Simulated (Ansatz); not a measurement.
## TiH2 in Ansatz: the effect of Hubbard term

The system is TiH2.

```
Ti H
1.0
    -1.59650    1.59650    2.13350
     1.59650   -1.59650    2.13350
     1.59650    1.59650   -2.13350
Ti H
1 2
Cartesian
  0.0000 0.0000 0.0000
  1.5965 0.0000 1.0668
  0.0000 1.5965 1.0668
```

Alike in all runs:

```yaml
Program: Ansatz 0.2.0
Task: projected density of states
Functional: r2SCAN
Potentials_or_basis: Ansatz PAW
Cutoff: "500 eV (not typed: the program's choice for these potentials)"
k_mesh: 12 × 12 × 12
Occupations: fermi-dirac, width 0.05 eV
Spin: no spin polarisation
Hubbard_projectors: ortho-atomic (the default)
Double_counting: fll (the default)
```

| Hubbard term | pressure (GPa) |
| --- | --- |
| none | -2.8 |
| Ti d U = 1 eV | -1.7 |
| Ti d U = 2 eV | -0.3 |
| Ti d U = 3 eV | 2.2 |
| Ti d U = 4 eV | ? |

Q: What does the run with Hubbard term Ti d U = 4 eV give?

A: Pressure 9.8 GPa.

Worked out: A parabola through the other rows of the pressure, of slope 3.39 GPa per eV there, extrapolates to 5.2 GPa, against the run's 9.8. The fit is too stiff a form for this range.

Caveats: the PAW data sets come from PBE, with cores solved anew for the run's functional, which leaves a small shift of forces and pressure; the density of states is complete only up to the lowest level of the last band computed; U without spin polarisation on a metal has little footing (some runs); the U is typed as a test and isn't derived for this compound (some runs).
